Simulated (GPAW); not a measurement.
Input and output of a self-consistent single point for CaF₂ (Fm-3m, 3 atoms in the cell) (GPAW)

Level of theory: PBE, GPAW PAW datasets PBE (gpaw-data 1.0.1) (plane waves; GPAW 25.7.0).

This input was run:

```python
from ase import Atoms
from ase.units import GPa
from gpaw import GPAW, PW

atoms = Atoms(['Ca', 'F', 'F'],
              cell=[[0.000000, 2.690453, 2.690453],
                    [2.690453, 0.000000, 2.690453],
                    [2.690453, 2.690453, 0.000000]],
              positions=[[0.000000, 0.000000, 0.000000],
                         [4.035680, 4.035680, 4.035680],
                         [1.345227, 1.345227, 1.345227]],
              pbc=True)

calc = GPAW(mode=PW(950),
            xc='PBE',
            kpts=(11, 11, 11),
            occupations={'name': 'fixed-uniform'},
            nbands=-4,
            convergence={'bands': -2},
            symmetry={'symmorphic': False, 'tolerance': 0.0005},
            maxiter=100)

atoms.calc = calc

energy = atoms.get_potential_energy()
print('Energy (eV):', round(energy, 6))
forces = atoms.get_forces()
print('Forces (eV/Ang):')
print(forces.round(5))
stress = atoms.get_stress()
print('Stress (GPa, Voigt):', (stress / GPa).round(4))
```

The program printed (abridged):

```
Input parameters:
  convergence: {bands: -2}
  kpts: [11 11 11]
  maxiter: 100
  mode: {ecut: 950.0,
         name: pw}
  nbands: -4
  occupations: {name: fixed-uniform}
  symmetry: {symmorphic: False,
             tolerance: 0.0005}
  xc: PBE

species:
  Ca:
    name: Calcium
    Z: 20.0
    valence: 10
    core: 10
    charge: 0.0
    file: Ca.PBE.gz

    # Using partial waves for Ca as LCAO basis

  F:
    name: Fluorine
    Z: 9.0
    valence: 7
    core: 2
    charge: 0.0
    file: F.PBE.gz

    # Using partial waves for F as LCAO basis

Reference energy: -23939.030803  # eV

Spin-paired calculation

Convergence criteria:
 Maximum [total energy] change in last 3 cyles: 0.0005 eV / valence electron
 Maximum integral of absolute [dens]ity change: 0.0001 electrons / valence electron
 Maximum integral of absolute [eigenst]ate change: 4e-08 eV^2 / valence electron
 Maximum number of scf [iter]ations: 100

Symmetries present (total): 48
Symmetries with fractional translations: 0
1331 k-points: 11 x 11 x 11 Monkhorst-Pack grid
56 k-points in the irreducible part of the Brillouin zone
       k-points in crystal coordinates                weights
   0:     0.00000000    0.00000000    0.00000000          1/1331
   1:     0.09090909    0.09090909    0.00000000          6/1331
   2:     0.09090909    0.09090909    0.09090909          8/1331
   [... 7 lines left out ...]
          ...
  55:     0.45454545    0.45454545    0.45454545          8/1331

Wave functions: Plane wave expansion
  Cutoff energy: 950.000 eV
  Number of coefficients (min, max): 2570, 2643
  Pulay-stress correction: 0.000000 eV/Ang^3 (de/decut=0.000000)

Occupation numbers: # Uniform distribution of occupation numbers

Eigensolver

Densities:
  Coarse grid: 28*28*28 grid
  Fine grid: 56*56*56 grid
  Total Charge: 0.000000

Density mixing:
  Method: separate
  Backend: pulay
  Linear mixing parameter: 0.05
  old densities: 5
  Damping of long wavelength oscillations: 50

Hamiltonian:
  XC and Coulomb potentials evaluated on a 56*56*56 grid
  External potential:
    NoExternalPotential

XC parameters: PBE with 2 nearest neighbor stencil

Number of atoms: 3
Number of atomic orbitals: 13
Number of bands in calculation: 16
Number of valence electrons: 24
Bands to converge: 14

Density initialized from atomic densities
  13 bands from LCAO basis set
  3 bands from random numbers

Atomic positions and initial magnetic moments

Positions:
   0 Ca     0.000000    0.000000    0.000000    ( 0.0000,  0.0000,  0.0000)
   1 F      4.035680    4.035680    4.035680    ( 0.0000,  0.0000,  0.0000)
   2 F      1.345227    1.345227    1.345227    ( 0.0000,  0.0000,  0.0000)

Unit cell:
           periodic     x           y           z      points  spacing
  1. axis:    yes    0.000000    2.690453    2.690453    28     0.1110
  2. axis:    yes    2.690453    0.000000    2.690453    28     0.1110
  3. axis:    yes    2.690453    2.690453    0.000000    28     0.1110

  Lengths:   3.804875   3.804875   3.804875
  Angles:   60.000000  60.000000  60.000000

Effective grid spacing dv^(1/3) = 0.1211

     iter     time        total  log10-change:
                         energy   eigst   dens
iter:   1 --:--:--   -18.186564   +1.83
iter:   2 --:--:--   -17.978787   +0.52  -1.19
iter:   3 --:--:--   -17.368331   +0.26  -1.23
iter:   4 --:--:--   -17.363321   -0.05  -1.47
iter:   5 --:--:--   -18.342686   -0.03  -1.52
iter:   6 --:--:--   -17.409158   +0.12  -1.38
iter:   7 --:--:--   -17.408210   -0.54  -2.40
iter:   8 --:--:--   -17.428715   -0.58  -2.77
iter:   9 --:--:--   -17.412749   -0.82  -2.13
iter:  10 --:--:--   -17.408292   -0.92  -2.51
iter:  11 --:--:--   -17.408303c  -1.23  -3.48
iter:  12 --:--:--   -17.408377c  -0.79  -3.57
iter:  13 --:--:--   -17.408284c  -1.04  -3.28
iter:  14 --:--:--   -17.408276c  -1.02  -3.74
iter:  15 --:--:--   -17.408277c  -1.01  -4.38c
iter:  16 --:--:--   -17.408277c  -0.89  -4.68c
iter:  17 --:--:--   -17.408276c  -1.28  -4.42c
iter:  18 --:--:--   -17.408276c  -1.07  -4.48c
iter:  19 --:--:--   -17.408277c  -1.13  -4.96c
iter:  20 --:--:--   -17.408276c  -1.24  -4.47c
   [... 54 lines left out ...]
iter:  75 --:--:--   -17.408276c  -6.91  -9.98c
iter:  76 --:--:--   -17.408276c  -7.06  -9.95c
iter:  77 --:--:--   -17.408276c  -7.10  -10.00c
iter:  78 --:--:--   -17.408276c  -7.12  -10.26c
iter:  79 --:--:--   -17.408276c  -7.37  -9.93c
iter:  80 --:--:--   -17.408276c  -7.44c -10.15c

Converged after 80 iterations.

Dipole moment: (0.000006, 0.000006, 0.000006) |e|*Ang

Energy contributions relative to reference atoms: (reference = -23939.030803)

Kinetic:        +23.728728
Potential:      -20.954703
External:        +0.000000
XC:             -19.578498
Entropy (-ST):   +0.000000
Local:           -0.603803
SIC:             +0.000000
--------------------------
Free energy:    -17.408276
Extrapolated:   -17.408276

Showing only first 2 kpts
 Kpt  Band  Eigenvalues  Occupancy
  0    10      1.03486    2.00000
  0    11      1.03486    2.00000
  0    12      8.85554    0.00000
  0    13     10.61072    0.00000

  1    10      1.04169    2.00000
  1    11      1.04170    2.00000
  1    12      9.15339    0.00000
  1    13     10.59448    0.00000

Fermi level: 5.07135

Gap: 7.568 eV
Transition (v -> c):
  (s=0, k=49, n=11, [0.45, 0.45, -0.09]) -> (s=0, k=0, n=12, [0.00, 0.00, 0.00])
Direct/indirect transitions are different
Direct gap: 7.821 eV
Transition at: (s=0, k=0, n=11, [0.00, 0.00, 0.00])
Energy (eV): -17.408276

Forces in eV/Ang:
  0 Ca    0.00000    0.00000   -0.00000
  1 F     0.00000   -0.00000    0.00000
  2 F    -0.00000    0.00000   -0.00000

Stress tensor:
    -0.034780    -0.000000    -0.000000
    -0.000000    -0.034780     0.000000
    -0.000000     0.000000    -0.034780
Stress (GPa, Voigt): [-5.5724 -5.5724 -5.5724  0.     -0.     -0.    ]
```

The run converged in 80 iterations. GPAW prints stress with tension positive.

At such cutoffs GPAW's stress carries a finite-basis (Pulay) error, which enters relaxed cells too; its log prints stress with tension positive.

The starting cell comes from a database of computed structures (which also holds hypothetical and non-ambient phases and stackings), without a prior relaxation at this level. Its lattice was rescaled by a random factor within 2.5 % of one.

Cost on one core of a shared machine: roughly 2 min.
